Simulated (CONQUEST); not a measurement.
C:

```
C
1.0
     2.52207    0.00000    0.00000
     0.00000    2.52207    0.00000
     0.00000    0.00000    3.56674
C
4
Direct
  0.00000 0.50000 0.25000
  0.50000 0.00000 0.75000
  0.00000 0.00000 0.50000
  0.50000 0.50000 0.00000
```

This isn't the form of C at room conditions, which is graphite.

Base run:

| Quantity | Value |
| --- | --- |
| Program | CONQUEST 1.3 |
| Functional | PBE |
| Potentials or basis | PseudoDojo NC PBE, DZP, grid cutoff 120 Ha |
| k mesh | 10 × 10 × 8 |
| Occupations | fermi-dirac, width 0.05 eV |
| Spin | no spin polarisation |

Its results: band gap on the k mesh 4.28 eV; pressure 7.7 GPa.

After a change of settings the same cell gave: band gap on the k mesh 5.99 eV; pressure 23.2 GPa. Which change was it?
A. potentials or basis from PseudoDojo NC PBE, DZP, grid cutoff 120 Ha to PseudoDojo NC PBE, SZP, grid cutoff 120 Ha
B. potentials or basis from PseudoDojo NC PBE, DZP, grid cutoff 120 Ha to PseudoDojo NC PBE, SZP, grid cutoff 120 Ha; k mesh from 10 × 10 × 8 to 9 × 9 × 6
C. potentials or basis from PseudoDojo NC PBE, DZP, grid cutoff 120 Ha to PseudoDojo NC PBE, SZP, grid cutoff 120 Ha; k mesh from 10 × 10 × 8 to 8 × 8 × 6
D. potentials or basis from PseudoDojo NC PBE, DZP, grid cutoff 120 Ha to PseudoDojo NC PBE, SZ, grid cutoff 120 Ha; k mesh from 10 × 10 × 8 to 8 × 8 × 6

D.

Caveats: the box holds several primitive cells, so bands are folded and the points are those of the box's own zone; the basis of atomic orbitals isn't converged, which shifts pressures, moduli and gaps; the real-space grid breaks the cell's symmetry a little; the atomic basis is small (some runs); so large a pressure means that the cell lies far from this level's equilibrium, or that cutoff or potentials fall short (some runs).
